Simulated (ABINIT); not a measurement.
Crystal: MgB2.

```
Mg B
1.0
     3.08500    0.00000    0.00000
    -1.54250    2.67169    0.00000
     0.00000    0.00000    3.52300
Mg B
1 2
Direct
  0.00000 0.00000 0.00000
  0.66667 0.33333 0.50000
  0.33333 0.66667 0.50000
```

Base run:

| Item | Value |
| --- | --- |
| Program | ABINIT 10.8.3 (patched build) |
| Functional | PBE |
| Potentials or basis | PseudoDojo NC SR PBE v0.4.1 standard |
| Cutoff | 1088 eV |
| k mesh | 8 × 8 × 6 |
| Occupations | fermi-dirac, width 0.05 eV |
| Spin | no spin polarisation |

Its results: band gap on the k mesh none (metal or under the smearing width); pressure -1.0 GPa.

Problem. The run is repeated on the same cell with these changes: potentials or basis from PseudoDojo NC SR PBE v0.4.1 standard to PseudoDojo NC SR PBE v0.5 stringent; cutoff from 1088 eV to 1034 eV. What comes out?

Solution. Band gap on the k mesh none (metal or under the smearing width); pressure -1.6 GPa.
